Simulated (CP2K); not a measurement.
Crystal: BN.

```
CELL_PARAMETERS angstrom
2.55394 0.00000 0.00000
-1.27697 2.21178 0.00000
0.00000 0.00000 4.22685
ATOMIC_POSITIONS crystal
N 0.33333 0.66667 0.12528
N 0.66667 0.33333 0.62528
B 0.33333 0.66667 0.49972
B 0.66667 0.33333 0.99972
```

Measurements of this composition are mostly on another form, of space group No. 194.

Base run:

| Property | Result |
| --- | --- |
| Program | CP2K 2026.2 |
| Functional | WC |
| Potentials or basis | POTENTIAL_UZH N GTH-PBE-q5, B GTH-PBE-q3; TZVP-MOLOPT-PBE-GTH basis |
| Density cutoff | 9184 eV |
| k mesh | 12 × 12 × 6 |
| Occupations | fermi-dirac, width 0.05 eV |
| Spin | no spin polarisation |

Its results: band gap on the k mesh 5.03 eV, indirect (least direct gap 7.52 eV); pressure -2.2 GPa; largest force 0.007 eV/Å.

Problem. After a change of settings the same cell gave: band gap on the k mesh 4.98 eV, indirect (least direct gap 7.43 eV); pressure -2.4 GPa; largest force 0.005 eV/Å. Which change was it?
A. functional from WC to PBEsol
B. functional from WC to optB88-vdW
C. functional from WC to M06-L
D. functional from WC to vdW-DF2

Solution. A.

Caveats: the potentials were made for another functional, which shifts forces and pressure; the basis of atomic orbitals isn't converged, which shifts pressures, moduli and gaps.
